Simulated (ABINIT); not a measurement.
# KCl (Pm-3m) in ABINIT: settings compared

One crystal, KCl, is run at these levels: PBEsol, r2SCAN; tasks: single point.

Program: ABINIT 10.8.3 (patched build). These are calculated values, not measurements. Logs are shortened: lines on timing, memory, paths and dates and some standing lists are left out, and cuts for length are marked. The log counts tension as positive stress, the text compression.

**1. The crystal as given**

The structure is cubic, space group Pm-3m (No. 221). The conventional cell has a = 3.839 Å, b = 3.839 Å, c = 3.839 Å, α = 90.00°, β = 90.00°, γ = 90.00°. K (site symmetry m-3m) is surrounded by 8 Cl at 3.32 Å. Cl (site symmetry m-3m) has 8 K at 3.32 Å as nearest neighbours.

Measurements of this composition are mostly on another form, of space group No. 225.

**2. Single point, PBEsol (cell relaxed)**

File run.abi:

```
# Pseudopotentials
pp_dirpath "./"
pseudos "K.upf, Cl.upf"

# Structure
acell 3*1.0
rprim
     7.0627160864     0.0000000000     0.0000000000
     0.0000000000     7.0627160864     0.0000000000
     0.0000000000     0.0000000000     7.0627160864
ntypat 2
znucl 19 17
natom 2
typat 1 2
xred
     0.0000000000     0.0000000000     0.0000000000
     0.5000000000     0.5000000000     0.5000000000
chkprim 0
chksymtnons 0
tolsym 1.0e-6

# Plane-wave basis
ecut 37.0

# k points
kptopt 1
ngkpt 5 5 5
nshiftk 1
shiftk 0.0 0.0 0.0

# Exchange and correlation
ixc -116133

# Bands and occupations
nband 12
occopt 3
tsmear 0.05 eV

# SCF cycle
nstep 100
tolvrs 1.0e-10

# Output
iomode 3
prtwf 0
prtden 0
prteig 0
prtebands 0
enunit 1
prtvol 2
```

Potentials or basis: PseudoDojo NC SR PBEsol v0.4 stringent.

Command:

```bash
> abinit run.abi > log 2>&1
```

run.abo:

```text
.Version 10.8.3 of ABINIT
 Symmetries : space group Pm -3 m (#221); Bravais cP (primitive cubic)
================================================================================
 Values of the parameters that define the memory need of the present run
     intxc =       0    ionmov =       0      iscf =       7    lmnmax =       6
     lnmax =       6     mgfft =      40  mpssoang =       3    mqgrid =    3001
     natom =       2  nloc_mem =       1    nspden =       1   nspinor =       1
    nsppol =       1      nsym =      48    n1xccc =    2501    ntypat =       2
    occopt =       3   xclevel =       2
       mpw =        3811          nfft =       64000          nkpt =          10
================================================================================
================================================================================

--------------------------------------------------------------------------------
------------- Echo of variables that govern the present computation ------------
--------------------------------------------------------------------------------
 -outvars: echo values of preprocessed input variables --------
            acell      1.0000000000E+00  1.0000000000E+00  1.0000000000E+00 Bohr
              amu      3.90983000E+01  3.54527000E+01
          chkprim           0
      chksymtnons           0
             ecut      3.70000000E+01 Hartree
           enunit           1
              ixc     -116133
         kptrlatt        5    0    0      0    5    0      0    0    5
          kptrlen      3.53135804E+01
            natom           2
            nband          12
            ngfft          40      40      40
             nkpt          10
            nstep         100
             nsym          48
           ntypat           2
           occopt           3
           prtden           0
        prtebands           0
           prteig           0
           prtvol           2
            prtwf           0
            rprim      7.0627160864E+00  0.0000000000E+00  0.0000000000E+00
                       0.0000000000E+00  7.0627160864E+00  0.0000000000E+00
                       0.0000000000E+00  0.0000000000E+00  7.0627160864E+00
          spgroup         221
           tolsym      1.00000000E-06
           tolvrs      1.00000000E-10
           tsmear      1.83746611E-03 Hartree
            typat      1  2
           xangst      0.0000000000E+00  0.0000000000E+00  0.0000000000E+00
                       1.8687141987E+00  1.8687141987E+00  1.8687141987E+00
            xcart      0.0000000000E+00  0.0000000000E+00  0.0000000000E+00
                       3.5313580432E+00  3.5313580432E+00  3.5313580432E+00
[... 155 lines left out ...]
 length scales=  1.000000000000  1.000000000000  1.000000000000 bohr
              =  0.529177210544  0.529177210544  0.529177210544 angstroms
 Fermi (or HOMO) energy (eV) =   3.31922   Average Vxc (eV)=  -8.76091
 Eigenvalues (   eV  ) for nkpt=  10  k points:
 kpt#   1, nband= 12, wtk=  0.00800, kpt=  0.0000  0.0000  0.0000 (reduced coord)
 -26.31039  -11.25976   -9.74461   -9.74461   -9.74461    1.22616    1.22616    1.22616
   6.40967    7.79599    7.79599   12.19573
 kpt#   2, nband= 12, wtk=  0.04800, kpt=  0.2000  0.0000  0.0000 (reduced coord)
 -26.30076  -11.32254   -9.72991   -9.72991   -9.69865    0.47967    1.21588    1.21588
   7.30515    8.14367    8.66820   12.07786
 kpt#   3, nband= 12, wtk=  0.04800, kpt=  0.4000  0.0000  0.0000 (reduced coord)
 -26.28509  -11.43056   -9.70594   -9.70594   -9.60661   -0.44199    1.19724    1.19724
   8.91615    9.03239    9.94684   11.78925
 kpt#   4, nband= 12, wtk=  0.09600, kpt=  0.2000  0.2000  0.0000 (reduced coord)
 -26.29142  -11.30737   -9.84798   -9.71651   -9.62898    0.42109    0.74848    1.23776
   7.92205    8.57812    9.22323   11.45751
 kpt#   5, nband= 12, wtk=  0.19200, kpt=  0.4000  0.2000  0.0000 (reduced coord)
 -26.27623  -11.30575   -9.84869   -9.69469   -9.67642   -0.23861    0.75070    1.27226
   8.71897    9.07911   10.33730   11.21664
 kpt#   6, nband= 12, wtk=  0.09600, kpt=  0.4000  0.4000  0.0000 (reduced coord)
 -26.26184  -11.05742  -10.01247   -9.89714   -9.67639    0.07287    0.18611    1.40011
   7.84887    8.83209   10.48428   10.72572
 kpt#   7, nband= 12, wtk=  0.06400, kpt=  0.2000  0.2000  0.2000 (reduced coord)
 -26.28233  -11.25798   -9.82931   -9.82931   -9.61573    0.50817    0.72944    0.72944
   8.58658    9.32766    9.32766   11.25412
 kpt#   8, nband= 12, wtk=  0.19200, kpt=  0.4000  0.2000  0.2000 (reduced coord)
 -26.26755  -11.19327   -9.86211   -9.79878   -9.72189   -0.10605    0.69586    0.84988
   9.21919    9.46894    9.86377   11.13954
 kpt#   9, nband= 12, wtk=  0.19200, kpt=  0.4000  0.4000  0.2000 (reduced coord)
 -26.25345  -10.97507   -9.98724   -9.90809   -9.78077    0.07375    0.12638    0.82322
   8.52148    9.76018   10.29064   10.43582
 kpt#  10, nband= 12, wtk=  0.06400, kpt=  0.4000  0.4000  0.4000 (reduced coord)
 -26.23980  -10.82667   -9.94580   -9.94580   -9.93646    0.02669    0.02669    0.10557
   9.66024   10.13395   10.13395   11.36475
 Total charge density [el/Bohr^3]
)     Maximum=    5.5638E-01  at reduced coord.    0.9250    0.9250    0.9500
)Next maximum=    5.5638E-01  at reduced coord.    0.0750    0.9250    0.9500
)     Minimum=    2.2876E-03  at reduced coord.    0.5000    0.0000    0.0000
)Next minimum=    2.2876E-03  at reduced coord.    0.0000    0.5000    0.0000
   Integrated=    1.6000E+01

--- !EnergyTerms
iteration_state     : {dtset: 1, }
comment             : Components of total free energy in Hartree
kinetic             :  1.58767338403754E+01
hartree             :  8.26989822543043E+00
xc                  : -1.08210502799330E+01
Ewald energy        : -3.32657152579621E+01
psp_core            :  7.84792276529303E-01
local_psp           : -3.38361192359110E+01
non_local_psp       :  6.49652478542676E+00
internal            : -4.64949356460442E+01
'-kT*entropy'       :  1.25294605474896E-15
total_energy        : -4.64949356460442E+01
total_energy_eV     : -1.26519165234654E+03
band_energy         : -4.79478037310515E+00
...

 Cartesian components of stress tensor (hartree/bohr^3)
  sigma(1 1)=  1.47904755E-07  sigma(3 2)=  0.00000000E+00
  sigma(2 2)=  1.47904755E-07  sigma(3 1)=  0.00000000E+00
  sigma(3 3)=  1.47904755E-07  sigma(2 1)=  0.00000000E+00

-Cartesian components of stress tensor (GPa)         [Pressure= -4.3515E-03 GPa]
- sigma(1 1)=  4.35150812E-03  sigma(3 2)=  0.00000000E+00
- sigma(2 2)=  4.35150812E-03  sigma(3 1)=  0.00000000E+00
- sigma(3 3)=  4.35150812E-03  sigma(2 1)=  0.00000000E+00

== END DATASET(S) ==============================================================
================================================================================

 -outvars: echo values of variables after computation  --------
            acell      1.0000000000E+00  1.0000000000E+00  1.0000000000E+00 Bohr
           etotal     -4.6494935646E+01
            fcart     -0.0000000000E+00 -0.0000000000E+00 -0.0000000000E+00
                      -0.0000000000E+00 -0.0000000000E+00 -0.0000000000E+00
            rprim      7.0627160864E+00  0.0000000000E+00  0.0000000000E+00
                       0.0000000000E+00  7.0627160864E+00  0.0000000000E+00
                       0.0000000000E+00  0.0000000000E+00  7.0627160864E+00
           strten      1.4790475489E-07  1.4790475489E-07  1.4790475489E-07
                       0.0000000000E+00  0.0000000000E+00  0.0000000000E+00
           xangst      0.0000000000E+00  0.0000000000E+00  0.0000000000E+00
                       1.8687141987E+00  1.8687141987E+00  1.8687141987E+00
             xred      0.0000000000E+00  0.0000000000E+00  0.0000000000E+00
                       5.0000000000E-01  5.0000000000E-01  5.0000000000E-01
 Calculation completed.
```

Wall time 15 s (1 thread of AMD EPYC 7R43 (Zen 3), shared host); peak memory 0.07 GiB.

Results:

```yaml
Free_energy: -1265.1917 eV
Pressure: 0.0 GPa
Band_gap_on_the_k_mesh: 5.01 eV, indirect (least direct gap 5.18 eV)
Valence_electrons_inside_the_program's_atomic_spheres: K 6.91; Cl 5.05
```

Levels at points of the mesh, in eV from the valence-band top:
```tsv
k point	band 6	band 7	band 8	band 9	band 10	band 11
(0.00, 0.00, 0.00)	-0.17	-0.17	-0.17	5.01	6.40	6.40
```

Caveat: an odd mesh through Γ misses points on the zone boundary, where band edges often lie.

**3. Single point, r2SCAN**

File run.abi:

```
# Pseudopotentials
pp_dirpath "./"
pseudos "19_K_9_2.2_2.7_pbe_n_v1.0.psp8, 17_Cl_7_1.9_1.9_pbe_n_v1.0.psp8"

# Structure
acell 7.2550289788 7.2550289788 7.2550289788
rprim
     1.0000000000     0.0000000000     0.0000000000
     0.0000000000     1.0000000000     0.0000000000
     0.0000000000     0.0000000000     1.0000000000
ntypat 2
znucl 19 17
natom 2
typat 1 2
xred
     0.0000000000     0.0000000000     0.0000000000
     0.5000000000     0.5000000000     0.5000000000

# Plane-wave basis
ecut 22.0

# k points
kptopt 1
ngkpt 5 5 5
nshiftk 1
shiftk 0.0 0.0 0.0

# Exchange and correlation
ixc -497498
usekden 1
nc_xccc_gspace 1
boxcutmin 3.0

# Bands and occupations
nband 12
occopt 3
tsmear 0.05 eV

# SCF cycle
nstep 100
tolvrs 1.0e-9

# Output
iomode 3
prtwf 0
prtden 0
prteig 0
prtebands 0
enunit 1
prtvol 2
```

Potentials or basis: SPMS NC PBE v1.0.

Command:

```bash
> abinit run.abi > log 2>&1
```

run.abo:

```text
.Version 10.8.3 of ABINIT
 Symmetries : space group Pm -3 m (#221); Bravais cP (primitive cubic)
================================================================================
 Values of the parameters that define the memory need of the present run
     intxc =       0    ionmov =       0      iscf =       7    lmnmax =       6
     lnmax =       6     mgfft =      48  mpssoang =       3    mqgrid =    3001
     natom =       2  nloc_mem =       1    nspden =       1   nspinor =       1
    nsppol =       1      nsym =      48    n1xccc =    2501    ntypat =       2
    occopt =       3   xclevel =       2
       mpw =        1895          nfft =      110592          nkpt =          10
================================================================================
================================================================================

--------------------------------------------------------------------------------
------------- Echo of variables that govern the present computation ------------
--------------------------------------------------------------------------------
 -outvars: echo values of preprocessed input variables --------
            acell      7.2550289788E+00  7.2550289788E+00  7.2550289788E+00 Bohr
              amu      3.90983000E+01  3.54527000E+01
        boxcutmin      3.00000000E+00
             ecut      2.20000000E+01 Hartree
           enunit           1
              ixc     -497498
         kptrlatt        5    0    0      0    5    0      0    0    5
          kptrlen      3.62751449E+01
            natom           2
            nband          12
[... 235 lines left out ...]
)Next minimum=    1.7411E-03  at reduced coord.    0.0000    0.5000    0.0000
   Integrated=    1.6000E+01

--- !EnergyTerms
iteration_state     : {dtset: 1, }
comment             : Components of total free energy in Hartree
kinetic             :  1.51733497643514E+01
hartree             :  8.80938037106587E+00
xc                  : -1.13369612259696E+01
Ewald energy        : -3.23839233398718E+01
psp_core            :  1.71286421806290E+00
local_psp           : -2.84437300763674E+01
non_local_psp       : -4.41126264471726E-01
internal            : -4.69101465532003E+01
'-kT*entropy'       :  1.25294605474896E-15
total_energy        : -4.69101465532003E+01
total_energy_eV     : -1.27649011671471E+03
band_energy         : -6.56941116751911E+00
...

 Cartesian components of stress tensor (hartree/bohr^3)
  sigma(1 1)=  4.13059676E-05  sigma(3 2)=  0.00000000E+00
  sigma(2 2)=  4.13059676E-05  sigma(3 1)=  0.00000000E+00
  sigma(3 3)=  4.13059676E-05  sigma(2 1)=  0.00000000E+00

-Cartesian components of stress tensor (GPa)         [Pressure= -1.2153E+00 GPa]
- sigma(1 1)=  1.21526352E+00  sigma(3 2)=  0.00000000E+00
- sigma(2 2)=  1.21526352E+00  sigma(3 1)=  0.00000000E+00
- sigma(3 3)=  1.21526352E+00  sigma(2 1)=  0.00000000E+00

== END DATASET(S) ==============================================================
================================================================================

 -outvars: echo values of variables after computation  --------
            acell      7.2550289788E+00  7.2550289788E+00  7.2550289788E+00 Bohr
           etotal     -4.6910146553E+01
            fcart     -0.0000000000E+00 -0.0000000000E+00 -0.0000000000E+00
                      -0.0000000000E+00 -0.0000000000E+00 -0.0000000000E+00
           strten      4.1305967573E-05  4.1305967573E-05  4.1305967573E-05
                       0.0000000000E+00  0.0000000000E+00  0.0000000000E+00
           xangst      0.0000000000E+00  0.0000000000E+00  0.0000000000E+00
                       1.9195979987E+00  1.9195979987E+00  1.9195979987E+00
             xred      0.0000000000E+00  0.0000000000E+00  0.0000000000E+00
                       5.0000000000E-01  5.0000000000E-01  5.0000000000E-01
 Calculation completed.
```

Run time: 52 s. Hardware: 1 thread of AMD EPYC 7R43 (Zen 3), shared host; peak memory 0.1 GiB.

What came out:

| Property | Result |
| --- | --- |
| Free energy | -1276.4901 eV |
| Pressure | -1.2 GPa |
| Band gap on the k mesh | 5.48 eV, indirect (least direct gap 5.64 eV) |
| Valence electrons inside the program's atomic spheres | K 6.94; Cl 5.11 |

Caveat: a meta-GGA on potentials with a model core is unreliable; the potentials were made for another functional, which shifts forces and pressure; an odd mesh through Γ misses points on the zone boundary, where band edges often lie.
